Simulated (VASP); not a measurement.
# Ir: relaxed cell and band gap, by functional

Ir, Fm-3m (no. 225), 1 atom in the cell.

| Functional | Volume (Å³/atom) | Change from the starting volume (fraction) | Gap, path and mesh (eV) | Time (s) |
|---|---|---|---|---|
| XC = MS2, XC1_P1 = 0.25 | 13.82 | -0.017 | 0.00 | 107 |
| XC = MS2, XC1_P1 = 0.35 | 13.88 | -0.012 | 0.00 | 107 |
| XC = MS2, XC1_P1 = 0.504 | 13.95 | -0.008 | 0.00 | 97 |
| XC = MS2, XC1_P1 = 0.7 | 13.99 | -0.005 | 0.00 | 92 |
| XC = MS2, XC1_P1 = 0.9 | 14.01 | -0.003 | 0.00 | 93 |

## Input of the first row

INCAR.step1:
```
SYSTEM = Ir
PREC     = Accurate       ! precision mode
ENCUT    = 600            ! plane-wave cutoff, eV
EDIFF    = 1E-5           ! SCF threshold, eV
ISMEAR   = 1              ! smearing method
SIGMA    = 0.1            ! smearing width, eV
LREAL    = .False.        ! projectors in reciprocal space
LASPH    = .True.         ! aspherical terms in the spheres
GGA_COMPAT= .False.      
ALGO     = Normal         ! electronic algorithm
NELM     = 150            ! most SCF steps
ISIF     = 2              ! what is computed and relaxed
LWAVE    = .True.         ! write WAVECAR
LCHARG   = .False.        ! write CHGCAR
GGA      = PE             ! functional
KPAR     = 2             
```

INCAR.step2, as INCAR.step1 but for:
```
- EDIFF = 1E-5
- ISIF = 2
- LWAVE = .True.
- GGA = PE
+ EDIFF = 1E-7
+ ISIF = 3
+ LWAVE = .False.
+ XC = MS2
+ XC1_P1 = 0.25
+ LMIXTAU = .True.
+ IBRION = 2
+ EDIFFG = -0.005
+ NSW = 60
+ ISTART = 1
```

INCAR.step3, as INCAR.step2 but for:
```
- NSW = 60
- ISTART = 1
+ NSW = 40
```

INCAR.step4, as INCAR.step3 but for:
```
- ISIF = 3
- IBRION = 2
- EDIFFG = -0.005
- NSW = 40
+ ISIF = 2
+ NBANDS = 10
```

KPOINTS:
```
k-points
0
Gamma
  12 12 12
```

KPOINTS_OPT:
```
path GXWKGLUWLK,UX
8
line-mode
reciprocal
 0.0000000000  0.0000000000  0.0000000000  G
 0.5000000000  0.0000000000  0.5000000000  X

 0.5000000000  0.0000000000  0.5000000000  X
 0.5000000000  0.2500000000  0.7500000000  W

 0.5000000000  0.2500000000  0.7500000000  W
 0.3750000000  0.3750000000  0.7500000000  K

 0.3750000000  0.3750000000  0.7500000000  K
 0.0000000000  0.0000000000  0.0000000000  G

 0.0000000000  0.0000000000  0.0000000000  G
 0.5000000000  0.5000000000  0.5000000000  L

 0.5000000000  0.5000000000  0.5000000000  L
 0.6250000000  0.2500000000  0.6250000000  U

 0.6250000000  0.2500000000  0.6250000000  U
 0.5000000000  0.2500000000  0.7500000000  W

 0.5000000000  0.2500000000  0.7500000000  W
 0.5000000000  0.5000000000  0.5000000000  L

 0.5000000000  0.5000000000  0.5000000000  L
 0.3750000000  0.3750000000  0.7500000000  K

 0.6250000000  0.2500000000  0.6250000000  U
 0.5000000000  0.0000000000  0.5000000000  X
```

POSCAR.step1:
```
Ir
1.0
    0.0000000000      1.9156000000      1.9156000000
    1.9156000000      0.0000000000      1.9156000000
    1.9156000000      1.9156000000      0.0000000000
Ir
1
Direct
    0.0000000000      0.0000000000      0.0000000000
```

Commands (each step's output is kept before the next begins):
```
cat potpaw_PBE.64/Ir/POTCAR > POTCAR
cp INCAR.step1 INCAR
cp POSCAR.step1 POSCAR
mpirun -np 2 vasp_std > vasp.out
cp INCAR.step2 INCAR
mpirun -np 2 vasp_std > vasp.out
cp CONTCAR POSCAR
rm WAVECAR CHG
cp INCAR.step3 INCAR
mpirun -np 2 vasp_std > vasp.out
cp CONTCAR POSCAR
rm WAVECAR CHG
cp INCAR.step4 INCAR
mpirun -np 2 vasp_std > vasp.out
```

Changes of the last row against the first:
```
- XC1_P1 = 0.25
+ XC1_P1 = 0.9
```

VASP 6.6.1 took 107 s on 2 cores (AMD EPYC 9R45 (Zen 5)), a shared host.
